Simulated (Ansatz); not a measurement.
# C: the cost of one run

Method: DFT PBEsol, scalar-relativistic, plane waves, PAW, in Ansatz 0.2.0.

**1. The starting structure**

It takes space group R-3m (No. 166, trigonal). Conventional cell: a = 2.466 Å, b = 2.466 Å, c = 24.848 Å, α = 90.00°, β = 90.00°, γ = 120.00°. C (site symmetry 3m) is surrounded by 3 C at 1.42 Å.

As a file:

```
CELL_PARAMETERS angstrom
1.23319 0.71198 8.28262
-1.23319 0.71198 8.28262
0.00000 -1.42396 8.28262
ATOMIC_POSITIONS crystal
C 0.91283 0.91283 0.91283
C 0.24615 0.24615 0.24615
C 0.75385 0.75385 0.75385
C 0.08717 0.08717 0.08717
```

This is candidate A: structure listed in a database for this formula (R-3m, No. 166).

(A quick probe on a coarse mesh, which set the mesh and smearing, is not shown.)

**3. Full relaxation (candidate A)**

input.yaml reads:

```yaml
crystal:
  lattice:
    - [1.2331880975, 0.7119814801, 8.2826151019]
    - [-1.2331880975, 0.7119814801, 8.2826151019]
    - [0.0, -1.4239629602, 8.2826151019]
  atoms:
    - { symbol: C, position: [0.91282692, 0.91282692, 0.91282692] }
    - { symbol: C, position: [0.24614994, 0.24614994, 0.24614994] }
    - { symbol: C, position: [0.75385006, 0.75385006, 0.75385006] }
    - { symbol: C, position: [0.08717308, 0.08717308, 0.08717308] }
basis:
  ecutwfc: 420
kpoints:
  mp_grid: { grid: [18, 18, 18] }
hamiltonian:
  xc: pbesol
scf:
  occupations: { method: gaussian, width: 0.01 }
output:
  forces: true
  stress: true
  eigenvalues: true
relax:
  adjacent_minimum: "off"
  f_tol: 0.01
  max_steps: 80
  cell: { stress_tol: 0.05 }
```

Q: Estimate wall time and peak memory on 1 thread of an x86-64 CPU, shared host.

About 4.8 min, with a peak of 0.59 GiB.
